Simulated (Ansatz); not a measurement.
**simple cubic against fcc along the 3d metals**

Method: DFT, m-r2SCAN, plane waves (500 eV) with PAW, scalar-relativistic (Ansatz). (PAW data from PBE, frozen cores regenerated.)

Each structure is relaxed within its symmetry, in the lowest magnetic state of the tried starts. Differences under about 8 meV lie within the error of the k-point mesh.

```
element  E(simple cubic) − E(fcc) (meV/atom)  V(simple cubic) (Å³/atom)  V(fcc) (Å³/atom)  state of simple cubic       state of fcc
     Sc                                  744                      26.07             25.12          ferromagnetic      ferromagnetic
     Ti                                  846                      18.23             17.34          ferromagnetic       non-magnetic
      V                                  621                      14.26             13.72           non-magnetic       non-magnetic
     Fe                                  853                      12.66             10.18          ferromagnetic  antiferromagnetic
     Co                                  829                      12.25             10.49          ferromagnetic      ferromagnetic
     Ni                                  759                      12.05             10.46          ferromagnetic      ferromagnetic
```

m-r²SCAN is r²SCAN on the gauge-invariant kinetic-energy density; without spin polarisation the two are equal.
